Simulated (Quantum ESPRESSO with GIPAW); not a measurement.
**27Al and 17O NMR of Al2O3, calculated**

Aim: the magnetic shielding of every site in Al2O3.

Method: DFT, PBEsol, plane-wave PAW (pslibrary 1.0.0 recipes), scalar-relativistic, GIPAW; a patched development version of the program, in Quantum ESPRESSO with GIPAW 8.0dev (patched build).

## (1) Starting point

It takes space group Pnnm (No. 58, orthorhombic). The conventional cell has a = 4.614 Å, b = 9.563 Å, c = 3.120 Å, α = 90.00°, β = 90.00°, γ = 90.00°. Nearest to Al lie 4 O at 1.68 to 1.82 Å. Nearest to O lie 2 Al at 1.68 Å. O has 3 Al at 1.81 to 1.82 Å nearest. Farther neighbours and most contacts between anions are not listed.

Structure file:

```cif
data_structure
_symmetry_space_group_name_H-M 'Pnnm'
_symmetry_Int_Tables_number 58
_cell_length_a 4.6138
_cell_length_b 9.5633
_cell_length_c 3.1199
_cell_angle_alpha 90.000
_cell_angle_beta 90.000
_cell_angle_gamma 90.000
_cell_volume 137.66
loop_
_atom_site_label
_atom_site_type_symbol
_atom_site_symmetry_multiplicity
_atom_site_Wyckoff_symbol
_atom_site_fract_x
_atom_site_fract_y
_atom_site_fract_z
_atom_site_occupancy
Al1 Al 4 g 0.07063 0.82803 0.00000 1
O1 O 2 a 0.50000 0.50000 0.50000 1
O2 O 4 g 0.24071 0.77373 0.50000 1
```

The cell is a computed entry of the Materials Project; it need not be the form that is stable at ambient conditions.

This structure had its atoms relaxed beforehand (DFT, PBEsol, plane-wave PAW (pslibrary 1.0.0 recipes), Quantum ESPRESSO with GIPAW), starting from the database entry, since shieldings follow bond lengths closely.

## (2) Ground state

First the ground state. The response equations take the occupied wavefunctions as exact, so conv_thr is set much tighter than for an energy. No empty states are asked for: the response is solved without them. The mesh has a spacing of 0.29 Å⁻¹ at most. The PAW files were made with ld1.x from the pslibrary 1.0.0 recipes, with GIPAW reconstruction switched on.

The input, scf.in:

```
&control
  calculation = 'scf'
  prefix = 'x'
  outdir = './tmp/'
  pseudo_dir = './'
/
&system
  ibrav = 0
  nat = 10
  ntyp = 2
  ecutwfc = 55
  ecutrho = 330
  nbnd = 24
/
&electrons
  conv_thr = 1.0d-10
  mixing_beta = 0.7
  electron_maxstep = 100
/
ATOMIC_SPECIES
  Al 26.982 Al.pbesol-n-kjpaw_psl.1.0.0-gipaw.UPF
  O 15.999 O.pbesol-n-kjpaw_psl.1.0.0-gipaw.UPF
CELL_PARAMETERS angstrom
  4.61377700 0.00000000 0.00000000
  0.00000000 9.56327900 0.00000000
  0.00000000 0.00000000 3.11986200
ATOMIC_POSITIONS crystal
  Al 1.07062895 0.82802919 -0.00000000
  Al -0.07062895 0.17197081 -0.00000000
  Al 0.57062895 0.67197081 0.50000000
  Al 0.42937105 0.32802919 0.50000000
  O 0.50000000 0.50000000 0.50000000
  O 0.24071117 0.77373043 0.50000000
  O 0.25928883 0.27373043 0.00000000
  O 0.74071117 0.72626957 -0.00000000
  O 0.00000000 0.00000000 0.00000000
  O 0.75928883 0.22626957 0.50000000
K_POINTS automatic
  5 3 7 1 1 1
```

Launch:

```sh
$ mpirun -np 4 pw.x -nk 4 -in scf.in > scf.out
```

The log of the run:

```text
using ibrav=0 with symmetry is DISCOURAGED, use correct ibrav instead

     bravais-lattice index     =            0
     lattice parameter (alat)  =       8.7188  a.u.
     unit-cell volume          =     928.9566 (a.u.)^3
     number of atoms/cell      =           10
     number of atomic types    =            2
     number of electrons       =        48.00
     number of Kohn-Sham states=           24
     kinetic-energy cutoff     =      55.0000  Ry
     charge density cutoff     =     330.0000  Ry
     scf convergence threshold =      1.0E-10
     mixing beta               =       0.7000
     number of iterations used =            8  plain     mixing
     Exchange-correlation= SLA-PW-PSX-PSC
                           (   1   4  10   8   0   0   0)
[...]
Al                3.00    26.98200     Al( 1.00)
     O                 6.00    15.99900     O ( 1.00)

      8 Sym. Ops., with inversion, found ( 4 have fractional translation)
[...]
number of k points=    24
[...]
Dense  grid:    94013 G-vectors     FFT dimensions: (  54, 108,  36)

     Smooth grid:    51147 G-vectors     FFT dimensions: (  48,  90,  30)

     Check: negative core charge=   -0.000002

     Initial potential from superposition of free atoms

     starting charge      47.9912, renormalised to      48.0000
     Starting wfcs are   40 randomized atomic wfcs

     Self-consistent Calculation

     iteration #  1     ecut=    55.00 Ry     beta= 0.70
     Davidson diagonalization with overlap
     ethr =  1.00E-02,  avg # of iterations =  2.0

     total energy              =    -400.39001591 Ry
     estimated scf accuracy    <       3.18567800 Ry

     iteration #  2     ecut=    55.00 Ry     beta= 0.70
     Davidson diagonalization with overlap
     ethr =  6.64E-03,  avg # of iterations =  6.0

     total energy              =    -402.05445143 Ry
     estimated scf accuracy    <       1.32020553 Ry

     iteration #  3     ecut=    55.00 Ry     beta= 0.70
     Davidson diagonalization with overlap
     ethr =  2.75E-03,  avg # of iterations =  2.3

     total energy              =    -402.05044429 Ry
     estimated scf accuracy    <       0.36833979 Ry

[...]
total energy              =    -402.29782722 Ry
[...]
iteration # 30     ecut=    55.00 Ry     beta= 0.70
     Davidson diagonalization with overlap
     ethr =  3.60E-12,  avg # of iterations =  5.6

     total energy              =    -402.29782723 Ry
     estimated scf accuracy    <          2.5E-10 Ry

     iteration # 31     ecut=    55.00 Ry     beta= 0.70
     Davidson diagonalization with overlap
     ethr =  5.27E-13,  avg # of iterations =  5.9

     End of self-consistent calculation
     [one-electron energies left out]

!    total energy              =    -402.29782723 Ry
     total all-electron energy =     -2840.182525 Ry
     estimated scf accuracy    <          3.6E-11 Ry

     The total energy is the sum of the following terms:
     one-electron contribution =    -112.80890192 Ry
     hartree contribution      =      83.30557535 Ry
     xc contribution           =     -55.43462668 Ry
     ewald contribution        =    -127.50912763 Ry
     one-center paw contrib.   =    -189.85074635 Ry

     convergence has been achieved in  31 iterations
[...]
JOB DONE.
```

It took 2 min on 4 MPI ranks of Arm Neoverse V1, shared host; peak memory 0.81 GiB.

It converged in 31 cycles to an estimated accuracy of 4e-11 Ry, on 24 irreducible k-points.

## (3) Shieldings

A uniform field breaks periodicity, so gipaw.x applies it as a wave of small q and takes the limit. It solves for the first-order states, builds the induced current and gets the field at each nucleus by Biot–Savart; the PAW spheres add what the smooth waves miss near the nuclei. pawproj makes the reconstruction use the PAW data sets' own projectors.

The input, nmr.in:

```
&inputgipaw
  job = 'nmr'
  prefix = 'x'
  tmp_dir = './tmp/'
  restart_mode = 'from_scratch'
  verbosity = 'low'
  q_gipaw = 0.01
  spline_ps = .true.
  conv_threshold = 1.0d-11
  use_nmr_macroscopic_shape = .false.
  pawproj(1) = .true.
  pawproj(2) = .true.
/
```

Launch:

```sh
$ mpirun -np 4 gipaw.x -in nmr.in > nmr.out
```

The log of the run:

```text
[banner, memory and clock lines left out]
[a note of our patched build left out]

     Parallelizing q-star over 1 images

     IMPORTANT: XC functional enforced from input :
     Exchange-correlation= PBESOL
                           (   1   4  10   8   0   0   0)
     Any further DFT definition will be discarded
     Please, verify this is what you really want

     Check: negative core charge=   -0.000002
[...]
alpha_pv=     37.4151 eV

     spline_ps is .false., expect some extrapolation errors

     q-space interpolation up to    66.00 Rydberg

     GIPAW job: nmr
     NMR macroscopic correction: no
[...]
Computing the magnetic susceptibility     isolve=0    ethr=  0.1000E-10
     Starting from scratch
     k-point #    1 of    24      pool #  1    cpu time:       1.3
[...]
End of magnetic susceptibility calculation

     f-sum rule (1st term):
           -45.0706          0.0000          0.0000
             0.0000        -45.0678          0.0000
             0.0000          0.0000        -45.0887

     f-sum rule (2nd term):
            -1.0028          0.0000          0.0000
             0.0000         -1.0058          0.0000
             0.0000          0.0000         -0.9820

     f-sum rule (should be   -46.0710):
           -46.0734          0.0000          0.0000
             0.0000        -46.0736          0.0000
             0.0000          0.0000        -46.0707

[... susceptibilities left out ...]
     Contributions to the NMR chemical shifts: -------------------------------

     Macroscopic shape contribution in ppm:                    0.00
             0.0000          0.0000          0.0000
             0.0000          0.0000          0.0000
             0.0000          0.0000          0.0000

     Core contribution in ppm:

     Atom  1  Al  pos: (  1.070629  1.716311  0.000000)  core sigma:         765.91
     Atom  2  Al  pos: ( -0.070629  0.356455  0.000000)  core sigma:         765.91
     Atom  3  Al  pos: (  0.570629  1.392838  0.338103)  core sigma:         765.91
     Atom  4  Al  pos: (  0.429371  0.679928  0.338103)  core sigma:         765.91
     Atom  5  O   pos: (  0.500000  1.036383  0.338103)  core sigma:         270.50
     Atom  6  O   pos: (  0.240711  1.603762  0.338103)  core sigma:         270.50
     Atom  7  O   pos: (  0.259289  0.567379  0.000000)  core sigma:         270.50
     Atom  8  O   pos: (  0.740711  1.505387  0.000000)  core sigma:         270.50
     Atom  9  O   pos: (  0.000000  0.000000  0.000000)  core sigma:         270.50
     Atom 10  O   pos: (  0.759289  0.469004  0.338103)  core sigma:         270.50

     Bare contribution in ppm:

     Atom  1  Al  pos: (  1.070629  1.716311  0.000000)  bare sigma:         -17.71
[...]
Atom  2  Al  pos: ( -0.070629  0.356455  0.000000)  bare sigma:         -17.71
[...]
Atom  3  Al  pos: (  0.570629  1.392838  0.338103)  bare sigma:         -17.71
[...]
Atom  4  Al  pos: (  0.429371  0.679928  0.338103)  bare sigma:         -17.71
[...]
Atom  5  O   pos: (  0.500000  1.036383  0.338103)  bare sigma:          61.68
[...]
Atom  6  O   pos: (  0.240711  1.603762  0.338103)  bare sigma:          60.10
[...]
Atom  7  O   pos: (  0.259289  0.567379  0.000000)  bare sigma:          60.10
[...]
Atom  8  O   pos: (  0.740711  1.505387  0.000000)  bare sigma:          60.10
[...]
Atom  9  O   pos: (  0.000000  0.000000  0.000000)  bare sigma:          61.68
[...]
Atom 10  O   pos: (  0.759289  0.469004  0.338103)  bare sigma:          60.10
[...]
Diamagnetic contribution in ppm:

     Atom  1  Al  pos: (  1.070629  1.716311  0.000000)  dia sigma:           2.41
[...]
Atom  2  Al  pos: ( -0.070629  0.356455  0.000000)  dia sigma:           2.41
[...]
Atom  3  Al  pos: (  0.570629  1.392838  0.338103)  dia sigma:           2.41
[...]
Atom  4  Al  pos: (  0.429371  0.679928  0.338103)  dia sigma:           2.41
[...]
Atom  5  O   pos: (  0.500000  1.036383  0.338103)  dia sigma:          18.24
[...]
Atom  6  O   pos: (  0.240711  1.603762  0.338103)  dia sigma:          18.18
[...]
Atom  7  O   pos: (  0.259289  0.567379  0.000000)  dia sigma:          18.18
[...]
Atom  8  O   pos: (  0.740711  1.505387  0.000000)  dia sigma:          18.18
[...]
Atom  9  O   pos: (  0.000000  0.000000  0.000000)  dia sigma:          18.24
[...]
Atom 10  O   pos: (  0.759289  0.469004  0.338103)  dia sigma:          18.18
[...]
Paramagnetic contribution in ppm:

     Atom  1  Al  pos: (  1.070629  1.716311  0.000000)  para sigma:        -261.77
[...]
Atom  2  Al  pos: ( -0.070629  0.356455  0.000000)  para sigma:        -261.77
[...]
Atom  3  Al  pos: (  0.570629  1.392838  0.338103)  para sigma:        -261.77
[...]
Atom  4  Al  pos: (  0.429371  0.679928  0.338103)  para sigma:        -261.77
[...]
Atom  5  O   pos: (  0.500000  1.036383  0.338103)  para sigma:          75.43
[...]
Atom  6  O   pos: (  0.240711  1.603762  0.338103)  para sigma:          68.73
[...]
Atom  7  O   pos: (  0.259289  0.567379  0.000000)  para sigma:          68.73
[...]
Atom  8  O   pos: (  0.740711  1.505387  0.000000)  para sigma:          68.73
[...]
Atom  9  O   pos: (  0.000000  0.000000  0.000000)  para sigma:          75.43
[...]
Atom 10  O   pos: (  0.759289  0.469004  0.338103)  para sigma:          68.73
[...]
Paramagnetic US occ-occ contribution in ppm:

     Atom  1  Al  pos: (  1.070629  1.716311  0.000000)  para_oo sigma:          -2.15
[...]
Atom  2  Al  pos: ( -0.070629  0.356455  0.000000)  para_oo sigma:          -2.15
[...]
Atom  3  Al  pos: (  0.570629  1.392838  0.338103)  para_oo sigma:          -2.15
[...]
Atom  4  Al  pos: (  0.429371  0.679928  0.338103)  para_oo sigma:          -2.15
[...]
Atom  5  O   pos: (  0.500000  1.036383  0.338103)  para_oo sigma:          -1.23
[...]
Atom  6  O   pos: (  0.240711  1.603762  0.338103)  para_oo sigma:          -0.91
[...]
Atom  7  O   pos: (  0.259289  0.567379  0.000000)  para_oo sigma:          -0.91
[...]
Atom  8  O   pos: (  0.740711  1.505387  0.000000)  para_oo sigma:          -0.91
[...]
Atom  9  O   pos: (  0.000000  0.000000  0.000000)  para_oo sigma:          -1.23
[...]
Atom 10  O   pos: (  0.759289  0.469004  0.338103)  para_oo sigma:          -0.91
[...]
Paramagnetic US L_R Q_R contribution in ppm:

     Atom  1  Al  pos: (  1.070629  1.716311  0.000000)  para_lq sigma:          -2.39
[...]
Atom  2  Al  pos: ( -0.070629  0.356455  0.000000)  para_lq sigma:          -2.39
[...]
Atom  3  Al  pos: (  0.570629  1.392838  0.338103)  para_lq sigma:          -2.39
[...]
Atom  4  Al  pos: (  0.429371  0.679928  0.338103)  para_lq sigma:          -2.39
[...]
Atom  5  O   pos: (  0.500000  1.036383  0.338103)  para_lq sigma:        -209.38
[...]
Atom  6  O   pos: (  0.240711  1.603762  0.338103)  para_lq sigma:        -206.40
[...]
Atom  7  O   pos: (  0.259289  0.567379  0.000000)  para_lq sigma:        -206.40
[...]
Atom  8  O   pos: (  0.740711  1.505387  0.000000)  para_lq sigma:        -206.40
[...]
Atom  9  O   pos: (  0.000000  0.000000  0.000000)  para_lq sigma:        -209.38
[...]
Atom 10  O   pos: (  0.759289  0.469004  0.338103)  para_lq sigma:        -206.40
[...]
Total NMR chemical shifts in ppm: ---------------------------------------
     (adopting the Simpson convention for anisotropy and asymmetry)-----------

     Atom  1  Al  pos: (  1.070629  1.716311  0.000000)  Total sigma:         484.30
           460.2619        -12.3236          0.0000
           -15.7259        521.7012          0.0000
             0.0000          0.0000        470.9236

     Al      1    anisotropy:     60.68    eta:    0.3389
[...]
Atom  2  Al  pos: ( -0.070629  0.356455  0.000000)  Total sigma:         484.30
[... its tensor is left out ...]
     Atom  3  Al  pos: (  0.570629  1.392838  0.338103)  Total sigma:         484.30
[... its tensor is left out ...]
     Atom  4  Al  pos: (  0.429371  0.679928  0.338103)  Total sigma:         484.30
[... its tensor is left out ...]
     Atom  5  O   pos: (  0.500000  1.036383  0.338103)  Total sigma:         215.26
           175.2471          0.4732          0.0000
             9.2959        258.2771         -0.0000
             0.0000          0.0000        212.2489

     O       5    anisotropy:     64.96    eta:    0.8610
[...]
Atom  6  O   pos: (  0.240711  1.603762  0.338103)  Total sigma:         210.21
           225.9044        -19.1962         -0.0000
           -19.7399        188.1950          0.0000
            -0.0000          0.0000        216.5313

     O       6    anisotropy:    -45.39    eta:    0.5823
[...]
Atom  7  O   pos: (  0.259289  0.567379  0.000000)  Total sigma:         210.21
[... its tensor is left out ...]
     Atom  8  O   pos: (  0.740711  1.505387  0.000000)  Total sigma:         210.21
[... its tensor is left out ...]
     Atom  9  O   pos: (  0.000000  0.000000  0.000000)  Total sigma:         215.26
[... its tensor is left out ...]
     Atom 10  O   pos: (  0.759289  0.469004  0.338103)  Total sigma:         210.21
[... its tensor is left out ...]
```

Elapsed: 12 min, on 4 MPI ranks; peak memory 0.46 GiB.

The f-sum rule is met to 0.0026 of 46.1 (0.006 %). Converged shieldings require that this miss be small, but a small miss does not prove them.

From the symmetric part of each tensor, with principal values σ11 ≤ σ22 ≤ σ33: σ_iso is their mean, the span is σ33 − σ11 and the skew 3(σ_iso − σ22)/span. (gipaw.x prints an anisotropy in another convention.)

| site | atom no. | atoms in cell | σ_iso (ppm) | span (ppm) | skew |
| --- | --- | --- | --- | --- | --- |
| Al | 1 | 4 | 484.3 | 67.5 | 0.59 |
| O(1) | 5 | 2 | 215.3 | 83.6 | 0.11 |
| O(2) | 6 | 4 | 210.2 | 54.2 | -0.35 |

The macroscopic shape term is switched off. For a spherical sample the valence susceptibility of this run would add about 7 ppm to every site, a rough estimate, since the susceptibility converges slowly and lacks part of the PAW terms. Differences within the crystal don't depend on it, but shieldings of different compounds can't be compared to better than a few ppm without it.

In this run the largest span is that of O(1) (site symmetry 2/m), with principal values 175.0, 212.2 and 258.6 ppm.

27Al and 17O also have a quadrupolar coupling here. It is not given: on PAW files the efg job of this gipaw.x leaves out the augmentation charge of neighbouring atoms and can miss by tens of per cent.

## (4) Sites, surroundings and shifts

Covalently bonded atoms count as neighbours within 1.18 times the sum of their radii. Otherwise a cation's neighbours lie within 1.2 times its shortest bond (1.3 for large cations, each anion's radius taken off where they differ), and an anion's are the cations that count it.

| site | atom no. | atoms in cell | surroundings | bonds (Å) | σ_iso (ppm) |
| --- | --- | --- | --- | --- | --- |
| Al | 1 | 4 | AlO4 | 1.68 to 1.82 | 484.3 |
| O(1) | 5 | 2 | bridging Al-O-Al, 180° | 1.677 | 215.3 |
| O(2) | 6 | 4 | tricluster; 3 neighbours | 1.81 to 1.82 | 210.2 |

By surroundings the O shieldings are tricluster: 210.2; bridging Al-O-Al: 215.3 ppm.

## (5) What the settings change

Each row names what was changed: the structure as given shows what the relaxation did; another functional shows how far the paramagnetic term hangs on the exchange-correlation form; another cutoff tests the basis.

Changes of σ_iso (ppm) against the run above (PBEsol, cutoffs 55 and 330 Ry, mesh 5×3×7, 57 min). Times are CPU times of pw.x and gipaw.x together, on 4 MPI ranks of Arm Neoverse V1, shared host; on a shared host they are rough.

| run | CPU time | f-sum miss | Al | O(1) | O(2) |
| --- | --- | --- | --- | --- | --- |
| structure as given | 60 min | 0.0025 | +1.1 | +3.1 | -3.0 |
| PBE | 59 min | 0.0026 | +4.2 | +7.3 | +7.0 |
| cutoffs 45 and 330 Ry | 41 min | 0.013 | +0.0 | -0.5 | -0.5 |

The largest move is +7.3 ppm, on O(1), from PBE.

## (6) Outcome

```json
{"27Al shielding without shape term": "484.3 ppm", "17O shielding without shape term": "210.2, 215.3 ppm"}
```

**Reading.** 27Al has one site (AlO4), with isotropic shielding 484.3 ppm (shape term left out). A shift needs a reference, δ = σ_ref − σ, fixed on measured compounds; for 27Al of this kind at this level too few were at hand, or they scattered too widely about a line, so none is given. A finer mesh and a higher cutoff were not carried through on these files. The cheaper run with cutoffs 45 and 330 Ry takes about 70 % of the time and is off by 0.049 ppm on Al, and by 0.48 ppm at most. The largest change with the functional is 7.3 ppm in absolute shielding; part of that drops out once each functional has its own reference line. This build of gipaw.x prints that it is not audited and that its numbers are no references by themselves. It also reports spline_ps as false although the input sets it; why was not traced. pw.x warned of eigenvalues not converged in some cycles of 1 ground-state run, which then met the threshold.

[Banner, clock, file and message-heading lines were taken out of the pw.x and gipaw.x logs.]

[Logs are printed without paths, hosts, clocks, repeated set-up lines and the standing remarks that a program may print on its own settings, such as how far it seeks lower states.]

[Hosts, paths, dates, database ids (printed as entryN), source tags and the programs' standing remarks are cut or masked in the printed files.]

[Where no reference line passes its bar on scatter, no shift is given, so a measured shift of this compound may stand uncompared.]
